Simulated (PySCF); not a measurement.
# Atomic charges against the basis set

Compound: C₄H₁₀O.
Numbering: `[CH3:1][CH2:2][CH2:3][CH2:4][OH:5]` (hydrogens: H6, H7, H8 on C1; H9, H10 on C2; H11, H12 on C3; H13, H14 on C4; H15 on O5)

PBE0 throughout (PySCF), one geometry, spherical d and f functions. One conformer (not necessarily the lowest) at the PBE0-D3(BJ)/def2-SVP geometry, without solvent, vibrations or thermal averaging. Atoms taken as equivalent share a column and are averaged. The first 7 of 10 kinds of atom are listed.

Mulliken charges (e):

```json
{"basis": "pcSseg-0", "functions": "65", "C1": "-0.623", "C2": "-0.543", "C3": "-0.495", "C4": "-0.087", "O5": "-0.671", "H6/H7/H8": "+0.228", "H9/H10": "+0.235"}
{"basis": "cc-pVDZ", "functions": "120", "C1": "-0.074", "C2": "-0.123", "C3": "-0.085", "C4": "+0.103", "O5": "-0.271", "H6/H7/H8": "+0.042", "H9/H10": "+0.035"}
{"basis": "pcSseg-1", "functions": "135", "C1": "-0.272", "C2": "-0.300", "C3": "-0.270", "C4": "+0.067", "O5": "-0.446", "H6/H7/H8": "+0.113", "H9/H10": "+0.115"}
{"basis": "aug-cc-pVDZ", "functions": "205", "C1": "+0.395", "C2": "+0.632", "C3": "+0.305", "C4": "+1.021", "O5": "-0.528", "H6/H7/H8": "-0.128", "H9/H10": "-0.272"}
{"basis": "IGLO-III", "functions": "275", "C1": "-0.364", "C2": "-0.200", "C3": "-0.213", "C4": "-0.084", "O5": "-0.412", "H6/H7/H8": "+0.115", "H9/H10": "+0.107"}
{"basis": "cc-pVTZ", "functions": "290", "C1": "-0.299", "C2": "-0.172", "C3": "-0.155", "C4": "+0.030", "O5": "-0.318", "H6/H7/H8": "+0.096", "H9/H10": "+0.084"}
{"basis": "pcSseg-2", "functions": "320", "C1": "-0.055", "C2": "-0.053", "C3": "-0.031", "C4": "+0.189", "O5": "-0.398", "H6/H7/H8": "+0.028", "H9/H10": "+0.014"}
```

IAO charges (e):

| basis | functions | C1 | C2 | C3 | C4 | O5 | H6/H7/H8 | H9/H10 |
| --- | --- | --- | --- | --- | --- | --- | --- | --- |
| pcSseg-0 | 65 | -0.418 | -0.265 | -0.267 | -0.065 | -0.511 | +0.140 | +0.132 |
| cc-pVDZ | 120 | -0.405 | -0.241 | -0.250 | -0.032 | -0.539 | +0.134 | +0.123 |
| pcSseg-1 | 135 | -0.405 | -0.244 | -0.250 | -0.033 | -0.548 | +0.135 | +0.124 |
| aug-cc-pVDZ | 205 | -0.417 | -0.247 | -0.256 | -0.036 | -0.568 | +0.138 | +0.127 |
| IGLO-III | 275 | -0.420 | -0.249 | -0.258 | -0.037 | -0.569 | +0.139 | +0.128 |
| cc-pVTZ | 290 | -0.420 | -0.249 | -0.258 | -0.035 | -0.561 | +0.139 | +0.128 |
| pcSseg-2 | 320 | -0.419 | -0.249 | -0.257 | -0.035 | -0.568 | +0.139 | +0.128 |

Hirshfeld charges (e):

```csv
basis,functions,C1,C2,C3,C4,O5,H6/H7/H8,H9/H10
pcSseg-0,65,-0.100,-0.048,-0.056,+0.013,-0.238,+0.034,+0.026
cc-pVDZ,120,-0.108,-0.058,-0.069,+0.002,-0.220,+0.036,+0.032
pcSseg-1,135,-0.113,-0.062,-0.073,+0.001,-0.230,+0.039,+0.034
aug-cc-pVDZ,205,-0.121,-0.072,-0.083,-0.008,-0.225,+0.042,+0.039
IGLO-III,275,-0.121,-0.071,-0.082,-0.009,-0.226,+0.041,+0.038
cc-pVTZ,290,-0.118,-0.067,-0.077,-0.006,-0.225,+0.040,+0.037
pcSseg-2,320,-0.122,-0.072,-0.082,-0.009,-0.227,+0.042,+0.039
```

Problem. Which scheme is steadiest as the basis changes?

Solution. Largest range over the bases for any column: Hirshfeld 0.03 e, IAO 0.06 e, Mulliken 1.18 e. Hirshfeld charges move least and Mulliken charges most, counted in e.

Problem. How much do the charges still move between the two largest bases, cc-pVTZ and pcSseg-2?

Solution. At most, over all atoms: Mulliken 0.244 e, IAO 0.006 e, Hirshfeld 0.004 e.

Problem. What do the same runs give for the total energy, the frontier levels and the dipole moment?

Solution. 
```json
{"basis": "pcSseg-0", "energy (Eh)": "-232.8351", "HOMO (eV)": "-7.39", "LUMO (eV)": "2.08", "μ (D)": "1.87"}
{"basis": "cc-pVDZ", "energy (Eh)": "-233.3967", "HOMO (eV)": "-7.43", "LUMO (eV)": "1.96", "μ (D)": "1.41"}
{"basis": "pcSseg-1", "energy (Eh)": "-233.3590", "HOMO (eV)": "-7.68", "LUMO (eV)": "1.49", "μ (D)": "1.58"}
{"basis": "aug-cc-pVDZ", "energy (Eh)": "-233.4186", "HOMO (eV)": "-7.79", "LUMO (eV)": "-0.08", "μ (D)": "1.49"}
{"basis": "IGLO-III", "energy (Eh)": "-233.4859", "HOMO (eV)": "-7.80", "LUMO (eV)": "0.70", "μ (D)": "1.49"}
{"basis": "cc-pVTZ", "energy (Eh)": "-233.4717", "HOMO (eV)": "-7.69", "LUMO (eV)": "1.25", "μ (D)": "1.44"}
{"basis": "pcSseg-2", "energy (Eh)": "-233.4804", "HOMO (eV)": "-7.81", "LUMO (eV)": "0.60", "μ (D)": "1.53"}
```

The dipole is fixed by the density alone, so its range of 0.46 D shows that the density itself changes with the basis, not only its division among atoms.
